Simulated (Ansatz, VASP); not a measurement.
**One calculation of KBr, two programs**

Contents of INCAR:

```
SYSTEM = KBr
PREC = Accurate
ENCUT = 520
EDIFF = 1E-7
ISMEAR = -1
SIGMA = 0.05
LREAL = .False.
LASPH = .True.
NELM = 60
ALGO = Normal
ISIF = 2
LWAVE = .False.
LCHARG = .False.
GGA = RE
NBANDS = 15
```

The input KPOINTS:

```
Automatic mesh
0
Gamma
  7 7 7
  0 0 0
```

Contents of POSCAR:

```
KBr
1.0
    0.0000000000      3.3000000000      3.3000000000
    3.3000000000      0.0000000000      3.3000000000
    3.3000000000      3.3000000000      0.0000000000
Br K
1 1
Direct
    0.5000000000      0.5000000000      0.5000000000
    0.0000000000      0.0000000000      0.0000000000
```

Contents of input.yaml:

```yaml
crystal:
  lattice:
    - [0.0, 3.3, 3.3]
    - [3.3, 0.0, 3.3]
    - [3.3, 3.3, 0.0]
  atoms:
    - { symbol: Br, position: [0.5, 0.5, 0.5] }
    - { symbol: K, position: [0.0, 0.0, 0.0] }
hamiltonian:
  xc: revpbe
  pseudopotentials: { kind: paw }
kpoints:
  mp_grid: { grid: [7, 7, 7] }
  band_path:
    path:
      - [[0.0, 0.0, 0.0], [0.5, 0.0, 0.5], [0.5, 0.25, 0.75], [0.375, 0.375, 0.75], [0.0, 0.0, 0.0], [0.5, 0.5, 0.5], [0.625, 0.25, 0.625], [0.5, 0.25, 0.75], [0.5, 0.5, 0.5], [0.375, 0.375, 0.75]]
      - [[0.625, 0.25, 0.625], [0.5, 0.0, 0.5]]
    npoints: 14
scf:
  occupations: { method: fermi_dirac, width: 0.05 }
  n_extra_bands: 6
output:
  forces: true
  stress: true
  eigenvalues: true
  fatbands: false
```

Alike in both runs: functional revPBE; k mesh 7 × 7 × 7; occupations fermi-dirac, width 0.05 eV; no spin polarisation.

|  | VASP | Ansatz |
| --- | --- | --- |
| version | VASP 6.6.1 | Ansatz 0.2.0 |
| potentials or method | VASP PAW PBE potentials, release 64 (Br, K_sv) | Ansatz PAW |
| plane-wave cutoff (eV) | 520 | 420 |
| valence electrons in the cell | 16 | 16 |
| task | single point | band structure |

|  | VASP | Ansatz | Ansatz less VASP |
| --- | --- | --- | --- |
| gap on the k mesh at the Fermi level (eV) | 4.72 | 4.72 | 0.000 |
| least direct gap on the mesh (eV) | 4.72 | 4.72 | 0.000 |
| pressure (GPa) | 1.9 | 1.9 | -0.03 |

The functional is the same, so the differences come from potentials, cutoffs and numerics.

Caveats: the PAW data sets were made with another functional, which shifts forces and pressure a little (VASP); an odd mesh through Γ misses points on the zone boundary, where band edges often lie (VASP); the PAW data sets come from PBE, with cores solved anew for the run's functional, which leaves a small shift of forces and pressure (Ansatz). A hybrid or GW would open this gap; revPBE tends to underestimate it.
